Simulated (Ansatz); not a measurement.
**ZrO2: single point with PBE**

Crystal: ZrO2.

```
Zr O
1.0
     0.00000    2.54507    2.54507
     2.54507    0.00000    2.54507
     2.54507    2.54507    0.00000
Zr O
1 2
Direct
  0.00000 0.00000 0.00000
  0.75000 0.75000 0.75000
  0.25000 0.25000 0.25000
```

Measurements of this composition are mostly on another form, of space group No. 14.

```json
{"Program": "Ansatz 0.2.0", "Task": "single point", "Functional": "PBE", "Potentials or basis": "Ansatz PAW", "Cutoff": "420 eV (not typed: the program's choice for these potentials)", "k mesh": "9 × 9 × 9", "Occupations": "gaussian, width 0.015 eV", "Spin": "no spin polarisation"}
```

* Pressure: 3.7 GPa
* Band gap on the k mesh: 3.41 eV, indirect (least direct gap 3.89 eV)

Levels at points of the mesh, in eV from the valence-band top:
| k point | band 10 | band 11 | band 12 | band 13 | band 14 | band 15 |
| --- | --- | --- | --- | --- | --- | --- |
| (0.00, 0.00, 0.00) | -0.48 | -0.48 | -0.48 | 3.41 | 3.41 | 6.63 |

Wall time 0.4 s on 2 threads of AMD EPYC 9R45 96-Core Processor (Zen 5), on a shared host, peak memory 0.36 GiB.

Caveat: odd divisions of the mesh miss points on the zone boundary, where band edges often lie, so the gap on the mesh can be too wide; the pressure holds a Pulay correction of +0.7 GPa for the finite cutoff. A hybrid or GW would open this gap; PBE tends to underestimate it.
